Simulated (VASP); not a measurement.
# Rh (P1) in VASP: reference runs

Reference runs on Rh: the cell as given.

All numbers are computed with VASP 6.6.1; they aren't measurements. Logs are shortened: lines on timing, memory, paths and dates and some standing lists are left out, and cuts for length are marked.

### 1 The cell of the first run

The typed cell holds 8 atoms: a = 2.692 Å, b = 2.692 Å, c = 17.596 Å, α = 90.00°, β = 90.00°, γ = 120.00°.

### 2 Single point, PBE (all atoms moved at random, sigma 0.1 Å a component)

INCAR reads:

```
SYSTEM = Rh
PREC = Accurate ; ENCUT = 520
EDIFF = 1E-7 ; ISMEAR = -1
SIGMA = 0.05 ; LREAL = .FALSE.
LASPH = .TRUE. ; NELM = 100
ALGO = Normal ; ISIF = 2
LWAVE = .FALSE. ; LCHARG = .FALSE.
GGA = PE ; NBANDS = 70
```

KPOINTS reads:

```
regular mesh
0
G
  11 11 2
  0 0 0
```

POSCAR reads:

```
Rh
1.0
    2.6917446200      0.0000000000      0.0000000000
   -1.3458723100      2.3311192200      0.0000000000
    0.0000000000      0.0000000000     17.5961402600
Rh
8
Direct
    0.9984666800      0.0471181200      0.0067607000
    0.9876734700      0.9970937300      0.5008644400
    0.3804876800      0.6982391600      0.1209683200
    0.3439332700      0.6672161000      0.6219357500
    0.0855699200      0.0300747000      0.2511697400
    0.9437213500      0.9873130500      0.7449330900
    0.6254202700      0.2407630500      0.3720924200
    0.6347273600      0.3321820800      0.8812755300
```

Potentials or basis: VASP PAW PBE potentials, release 64 (Rh_pv).

Run with:

```
cat potpaw_PBE.64/Rh_pv/POTCAR > POTCAR
mpirun -np 1 vasp_std > vasp.out
```

OUTCAR:

```text
SYSTEM = Rh
   PREC = Accurate
   ENCUT = 520
   EDIFF = 1E-7
   ISMEAR = -1
   LREAL = .FALSE.
   LASPH = .TRUE.
   NELM = 100
   ISIF = 2
   GGA = PE

 ion  position               nearest neighbor table
   1  0.998  0.047  0.007-   3 2.47   3 2.52   3 2.64   8 2.66   8 2.68   8 2.77
   2  0.988  0.997  0.501-   4 2.61   4 2.64   4 2.66   7 2.67   7 2.72   7 2.87
   3  0.380  0.698  0.121-   1 2.47   1 2.52   1 2.64   5 2.72   5 2.77   5 2.82
   4  0.344  0.667  0.622-   6 2.58   2 2.61   2 2.64   2 2.66   6 2.69   6 2.74
   5  0.086  0.030  0.251-   7 2.48   7 2.66   3 2.72   3 2.77   7 2.82   3 2.82
   6  0.944  0.987  0.745-   4 2.58   4 2.69   4 2.74   8 2.84   8 2.84   8 2.89
   7  0.625  0.241  0.372-   5 2.48   5 2.66   2 2.67   2 2.72   5 2.82   2 2.87
   8  0.635  0.332  0.881-   1 2.66   1 2.68   1 2.77   6 2.84   6 2.84   6 2.89

  LATTYP: Found a hexagonal cell.
 ALAT       =     2.6917446200
 C/A-ratio  =     6.5370764111

  Lattice vectors:

 A1 = (   2.6917446200,   0.0000000000,   0.0000000000)
 A2 = (  -1.3458723100,   2.3311192200,   0.0000000000)
 A3 = (   0.0000000000,   0.0000000000,  17.5961402600)

Analysis of symmetry for initial positions (statically):
=====================================================================
 Subroutine PRICEL returns:
 Original cell was already a primitive cell.

 Routine SETGRP: Setting up the symmetry group for a
 hexagonal supercell.

 Subroutine GETGRP returns: Found  1 space group operations
 (whereof  1 operations were pure point group operations)
 out of a pool of 24 trial point group operations.

The static configuration has the point symmetry C_1 .

Analysis of symmetry for dynamics (positions and initial velocities):
=====================================================================
 Subroutine PRICEL returns:
 Original cell was already a primitive cell.

 Routine SETGRP: Setting up the symmetry group for a
 hexagonal supercell.

 Subroutine GETGRP returns: Found  1 space group operations
 (whereof  1 operations were pure point group operations)
 out of a pool of 24 trial point group operations.

The dynamic configuration has the point symmetry C_1 .

 Subroutine INISYM returns: Found  1 space group operations
 (whereof  1 operations are pure point group operations),
 and found     1 'primitive' translations

----------------------------------------------------------------------------------------

                                     Primitive cell

  volume of cell :     110.4119

  direct lattice vectors                    reciprocal lattice vectors
     2.691744620  0.000000000  0.000000000     0.371506269  0.214489244  0.000000000
    -1.345872310  2.331119220  0.000000000     0.000000000  0.428978489  0.000000000
     0.000000000  0.000000000 17.596140260     0.000000000  0.000000000  0.056830645

  length of vectors
     2.691744620  2.691744619 17.596140260     0.428978489  0.428978489  0.056830645

  position of ions in fractional coordinates (direct lattice)
     0.998466680  0.047118120  0.006760700
     0.987673470  0.997093730  0.500864440
     0.380487680  0.698239160  0.120968320
     0.343933270  0.667216100  0.621935750
     0.085569920  0.030074700  0.251169740
     0.943721350  0.987313050  0.744933090
     0.625420270  0.240763050  0.372092420
     0.634727360  0.332182080  0.881275530

  ion indices of the primitive-cell ions
   primitive index   ion index
                 1           1
                 2           2
                 3           3
                 4           4
                 5           5
                 6           6
                 7           7
                 8           8

----------------------------------------------------------------------------------------

 KPOINTS: regular mesh

Automatic generation of k-mesh.
 Grid dimensions read from file:
 generate k-points for:   11   11    2

 Generating k-lattice:

  Cartesian coordinates                     Fractional coordinates (reciprocal lattice)
     0.033773297  0.019499022  0.000000000     0.090909091  0.000000000  0.000000000
     0.000000000  0.038998044  0.000000000     0.000000000  0.090909091  0.000000000
     0.000000000  0.000000000  0.028415322     0.000000000  0.000000000  0.500000000

  Length of vectors
     0.038998044  0.038998044  0.028415322

  Shift w.r.t. Gamma in fractional coordinates (k-lattice)
     0.000000000  0.000000000  0.000000000

 Subroutine IBZKPT returns following result:
 ===========================================

 Found    122 irreducible k-points:

 Following reciprocal coordinates:
            Coordinates               Weight
  0.000000  0.000000  0.000000      1.000000
  0.090909  0.000000  0.000000      2.000000
  0.000000  0.090909  0.000000      2.000000
 -0.090909  0.090909  0.000000      2.000000
  0.181818 -0.000000  0.000000      2.000000
  0.000000  0.181818  0.000000      2.000000
[... 16 lines left out ...]
 -0.181818  0.272727  0.000000      2.000000
  0.090909  0.181818  0.000000      2.000000
 [... further k-points ...]
   k-points           NKPTS =    122   k-points in BZ     NKDIM =    122   number of bands    NBANDS=     70
   number of dos      NEDOS =    301   number of ions     NIONS =      8
   total plane-waves  NPLWV =  56000
   dimension x,y,z NGX =    20 NGY =   20 NGZ =  140
   dimension x,y,z NGXF=    40 NGYF=   40 NGZF=  280
   ions per type =               8
   NGX,Y,Z   is equivalent  to a cutoff of  12.35, 12.35, 13.23 a.u.
   NGXF,Y,Z  is equivalent  to a cutoff of  24.70, 24.70, 26.45 a.u.
 SYSTEM =  Rh
   PREC   = accura    normal or accurate (medium, high low for compatibility)
   ISTART =      0    job   : 0-new  1-cont  2-samecut
   ICHARG =      2    charge: 1-file 2-atom 10-const
   ISPIN  =      1    spin polarized calculation?
   LNONCOLLINEAR =      F non collinear calculations
   LSORBIT =      F    spin-orbit coupling
   LASPH  =      T    aspherical Exc in radial PAW
   ENCUT  =  520.0 eV  38.22 Ry    6.18 a.u.   5.00  5.00 32.72*2*pi/ulx,y,z
   NELM   =    100;   NELMIN=  2; NELMDL= -5     # of ELM steps
   EDIFF  = 0.1E-06   stopping-criterion for ELM
   LREAL  =      F    real-space projection
   EDIFFG = 0.1E-05   stopping-criterion for IOM
   NSW    =      0    number of steps for IOM
   IBRION =     -1    ionic relax: 0-MD 1-quasi-New 2-CG
   NFREE  =      0    steps in history (QN), initial steepest desc. (CG)
   ISIF   =      2    stress and relaxation
   ISYM   =      2    0-nonsym 1-usesym 2-fastsym
   POTIM  = 0.5000    time-step for ionic-motion
   TEBEG  =    0.0;   TEEND  =   0.0 temperature during run
   PSTRESS=    0.0 pullay stress
   NELECT =     120.0000    total number of electrons
   NUPDOWN=      -1.0000    fix difference up-down
   EMIN   =  10.00;   EMAX   =-10.00  energy-range for DOS
   EFERMI =   0.00;   METHOD = LEGACY
   ISMEAR =    -1;   SIGMA  =   0.05  broadening in eV -4-tet -1-fermi 0-gaus
   EFERMI_NEDOS =   21; number of points for ismear=-14 and -15
   IALGO  =     38    algorithm
   IMIX   =      4    mixing-type and parameters
     AMIX     =   0.40;   BMIX     =  1.00
     AMIX_MAG =   1.60;   BMIX_MAG =  1.00
  volume/ion in A,a.u.               =      13.80        93.14
  Fermi-wavevector in a.u.,A,eV,Ry     =   1.683178  3.180745 38.546496  2.833088
  Thomas-Fermi vector in A             =   2.766425
   LORBIT       =      0    0 simple, 1 ext, 2 COOP (PROOUT), +10 PAW based schemes
   GGA     = PE    functional components
   LHFCALC =     F    Hartree Fock is set to
   AEXX    =    0.0000 exact exchange contribution
   IVDW    =     0    specifies the selected vdW correction
   LEPSILON=     F    determine dielectric tensor
   LRPA    =     F    only Hartree local field effects (RPA)
 non-spin polarized calculation
  energy-cutoff  :      520.00
  volume of cell :      110.41
 maximum number of plane-waves:      3018
   NGX =  9   NGY =  9   NGZ = 65

 number of electron     119.9999999 magnetization

 Free energy of the ion-electron system (eV)
  ---------------------------------------------------
  ext. energy  EPLUGINS =         0.00000000
  ---------------------------------------------------
  free energy    TOTEN  =       -57.31729709 eV

  energy without entropy =      -57.21548742  energy(sigma->0) =      -57.26639226

 E-fermi :  11.8633     XC(G=0): -13.9944

 val. band max:       11.8626446017   @ k =   0.0000   0.3636   0.0000
 cond. band min:      11.8648427184   @ k =  -0.3636   0.1818   0.5000
 fundamental gap:      0.0021981167
 Fermi energy:        11.8632788711

 k-point     1 :       0.0000    0.0000    0.0000
  band No.  band energies     occupation
      1     -35.4643      2.00000
      2     -35.2812      2.00000
      3     -35.1427      2.00000
      4     -34.8804      2.00000
      5     -34.8291      2.00000
      6     -34.8071      2.00000
[... 62 lines left out ...]
     69      12.1265      0.01029
     70      12.2570      0.00076

 k-point     2 :       0.0909    0.0000    0.0000
  band No.  band energies     occupation
      1     -35.4490      2.00000
      2     -35.2659      2.00000
      3     -35.1362      2.00000
      4     -34.9244      2.00000
      5     -34.8543      2.00000
      6     -34.8034      2.00000
[... 62 lines left out ...]
     69      12.1797      0.00356
     70      12.9978      0.00000

 k-point     3 :       0.0000    0.0909    0.0000
  band No.  band energies     occupation
      1     -35.4497      2.00000
      2     -35.2672      2.00000
      3     -35.1367      2.00000
      4     -34.9145      2.00000
      5     -34.8451      2.00000
      6     -34.8083      2.00000
[... 1522 lines left out ...]
     69      12.8487      0.00000
     70      15.1218      0.00000

 k-point    24 :       0.0909    0.1818    0.0000
  band No.  band energies     occupation
      1     -35.3827      2.00000
      2     -35.2000      2.00000
      3     -35.1557      2.00000
      4     -35.0822      2.00000
      5     -35.0046      2.00000
      6     -34.9168      2.00000
[... 62 lines left out ...]
     69      12.9328      0.00000
     70      15.1141      0.00000

 [... further k-points ...]

------------------------ aborting loop because EDIFF is reached ----------------------------------------

  FORCE on cell =-STRESS in cart. coord.  units (eV):
  Direction    XX          YY          ZZ          XY          YZ          ZX
  --------------------------------------------------------------------------------------
  -------------------------------------------------------------------------------------
  Total        5.7392082      4.5217098      7.3129626      0.8925854      0.2754366      0.3995862
  in kB       83.2811677     65.6141511    106.1177861     12.9522324      3.9968376      5.7983616
  external PRESSURE =      85.0043683 kB  Pullay stress =       0.0000000 kB

 VOLUME and BASIS-vectors are now :
 -----------------------------------------------------------------------------
  energy-cutoff  :      520.00
  volume of cell :      110.41
      direct lattice vectors                 reciprocal lattice vectors
     2.691744620  0.000000000  0.000000000     0.371506269  0.214489244  0.000000000
    -1.345872310  2.331119220  0.000000000     0.000000000  0.428978489  0.000000000
     0.000000000  0.000000000 17.596140260     0.000000000  0.000000000  0.056830645

 POSITION                                       TOTAL-FORCE (eV/Angst)
 -----------------------------------------------------------------------------------
      2.62420      0.10984      0.11896         0.417153     -0.208180     -1.937276
      1.31660      2.32434      8.81328         0.211549     -0.203630     -0.735784
      0.08443      1.62768      2.12858        -0.442825     -0.051850      2.290048
      0.02779      1.55536     10.94367        -0.475589     -0.212347      0.264769
      0.18986      0.07011      4.41962        -0.594406     -0.431291     -1.280994
      1.21146      2.30154     13.10795         0.344327      0.127946      1.215075
      1.35944      0.56125      6.54739         0.464103      0.812091      1.132520
      1.26145      0.77436     15.50705         0.075688      0.167261     -0.948358
 -----------------------------------------------------------------------------------
    total drift:                                0.000153     -0.000223     -0.000016

  FREE ENERGIE OF THE ION-ELECTRON SYSTEM (eV)
  ---------------------------------------------------
  free  energy   TOTEN  =       -57.3172970909 eV

  energy  without entropy=      -57.2154874197  energy(sigma->0) =      -57.26639226
```

It took 19 min on 1 thread of Intel Xeon Platinum 8488C (Sapphire Rapids), shared host; peak memory 0.67 GiB.

What came out:

```yaml
Free_energy: -57.3173 eV
Pressure: 8.5 GPa
Largest_force: 2.333 eV/Å
Band_gap_on_the_k_mesh: none (metal or under the smearing width)
```

Forces in eV/Å, atoms in the order of the input:
```
Rh   0.417 -0.208 -1.937
Rh   0.212 -0.204 -0.736
Rh  -0.443 -0.052  2.290
Rh  -0.476 -0.212  0.265
Rh  -0.594 -0.431 -1.281
Rh   0.344  0.128  1.215
Rh   0.464  0.812  1.133
Rh   0.076  0.167 -0.948
```

Caveat: forces of over 1 eV/Å show positions far from the minimum, so gaps and moduli don't describe the material at rest.
